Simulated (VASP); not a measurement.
AlAu:

```xyz
2
Lattice="3.2239 0.0000 0.0000 0.0000 3.2239 0.0000 0.0000 0.0000 3.2239" Properties=species:S:1:pos:R:3 pbc="T T T"
Au    1.6120    1.6120    1.6120
Al    0.0000    0.0000    0.0000
```

The cell comes from a database or a generator and needn't be the stable form of this composition.

- Program: VASP 6.6.1
- Task: relaxation of cell and atoms
- Functional: PBEsol
- Potentials or basis: VASP PAW PBE potentials, release 64 (Au, Al)
- Cutoff: 600 eV
- k mesh: 8 × 8 × 8
- Occupations: fermi-dirac, width 0.05 eV
- Spin: no spin polarisation

At the start: pressure -5.3 GPa; volume 16.75 Å³/atom.

Question: Where does the relaxation end?

Answer: Over 3 steps the energy falls by 13.2 meV/atom and the volume is 16.00 Å³/atom (-4.5 %); space group Pm-3m (No. 221, to 0.05 Å).

The path:
| step | energy change (eV) | largest force (eV/Å) | pressure (GPa) | volume (Å³) |
| --- | --- | --- | --- | --- |
| 1 | 0.0000 | 0.0000 | -5.28 | 33.51 |
| 2 | -0.0104 | 0.0000 | 4.87 | 30.90 |
| 3 | -0.0263 | 0.0000 | -0.04 | 31.99 |

Final structure:
```
CELL_PARAMETERS angstrom
3.17461 0.00000 0.00000
0.00000 3.17461 0.00000
0.00000 0.00000 3.17461
ATOMIC_POSITIONS crystal
Au 0.50000 0.50000 0.50000
Al 0.00000 0.00000 0.00000
```

Caveat: the PAW data sets were made with another functional, which shifts forces and pressure a little.
